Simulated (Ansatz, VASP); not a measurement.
Two plane-wave programs on Be2C

Contents of INCAR:

```
  PREC = Accurate
  ENCUT = 520
  EDIFF = 1E-7
  ISMEAR = -1
  SIGMA = 0.05
  LREAL = False
  LASPH = True
  NELM = 100
  ALGO = Normal
  ISIF = 2
  LWAVE = False
  LCHARG = False
  GGA = PS
  NBANDS = 11
```

File KPOINTS:

```
regular mesh
0
Gamma
  11 11 11
```

Contents of POSCAR:

```
Be2C
1.0
    0.0000000000      2.1650000000      2.1650000000
    2.1650000000      0.0000000000      2.1650000000
    2.1650000000      2.1650000000      0.0000000000
C Be
1 2
Direct
    0.0000000000      0.0000000000      0.0000000000
    0.7500000000      0.7500000000      0.7500000000
    0.2500000000      0.2500000000      0.2500000000
```

input.yaml

```yaml
crystal:
  lattice:
    - [0.0, 2.165, 2.165]
    - [2.165, 0.0, 2.165]
    - [2.165, 2.165, 0.0]
  atoms:
    - { symbol: C, position: [0.0, 0.0, 0.0] }
    - { symbol: Be, position: [0.75, 0.75, 0.75] }
    - { symbol: Be, position: [0.25, 0.25, 0.25] }
hamiltonian:
  xc: pbesol
  pseudopotentials: { kind: paw }
kpoints:
  mp_grid: { grid: [11, 11, 11] }
scf:
  occupations: { method: fermi_dirac, width: 0.05 }
output:
  forces: true
  stress: true
  eigenvalues: true
  write_density: true
  write_potential: true
  elf: true
  volumetric_format: npy
```

Alike in both runs: task single point; functional PBEsol; k mesh 11 × 11 × 11; occupations fermi-dirac, width 0.05 eV; no spin polarisation.

|  | VASP | Ansatz |
| --- | --- | --- |
| version | VASP 6.6.1 | Ansatz 0.2.0 |
| potentials or method | VASP PAW PBE potentials, release 64 (C, Be) | Ansatz PAW |
| plane-wave cutoff (eV) | 520 | 420 |
| valence electrons in the cell | 8 | 8 |

Ansatz gave:

* gap on the k mesh at the Fermi level (eV): 1.17
* least direct gap on the mesh (eV): 4.09
* pressure (GPa): -2.7

Problem. Estimate VASP's values.

Solution. gap on the k mesh at the Fermi level (eV): 1.16; least direct gap on the mesh (eV): 4.08; pressure (GPa): -2.0.

The functional is the same, so the differences come from potentials, cutoffs and numerics.

Caveats: the PAW data sets were made with another functional, which shifts forces and pressure a little (VASP); an odd mesh through Γ misses points on the zone boundary, where band edges often lie (VASP); odd divisions of the mesh miss points on the zone boundary, where band edges often lie, so the gap on the mesh can be too wide (Ansatz); the PAW data sets come from PBE, with cores solved anew for the run's functional, which leaves a small shift of forces and pressure (Ansatz).
